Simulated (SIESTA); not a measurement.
Crystal: BAs.

```xyz
2
Lattice="0.0000 2.3885 2.3885 2.3885 0.0000 2.3885 2.3885 2.3885 0.0000" Properties=species:S:1:pos:R:3 pbc="T T T"
As    3.5827    3.5827    3.5827
B     0.0000    0.0000    0.0000
```

Base run:

| Property | Result |
| --- | --- |
| Program | SIESTA 5.4.2 |
| Functional | PBE |
| Potentials or basis | PseudoDojo 0.4 standard (PBE files) |
| Basis | DZP (energy shift 0.003 Ry; two zetas on semicore shells) |
| Grid cutoff | 500 Ry |
| Energy shift | 0.003 Ry |
| k mesh | 10 × 10 × 10 |
| Occupations | fermi-dirac, width 0.05 eV |
| Spin | no spin polarisation |

Its results: band gap on the k mesh 1.34 eV, indirect (least direct gap 3.36 eV); pressure 4.7 GPa.

Question: The run is repeated on the same cell with these changes: potentials or basis from PseudoDojo 0.4 standard (PBE files) to SG15 1.2 (PBE files) or PseudoDojo by element; valence electrons from 18 to 8. What comes out?

Answer: Band gap on the k mesh 1.22 eV, indirect (least direct gap 3.31 eV); pressure 5.2 GPa.

Caveats: the basis of atomic orbitals isn't converged, which shifts pressures, moduli and gaps.
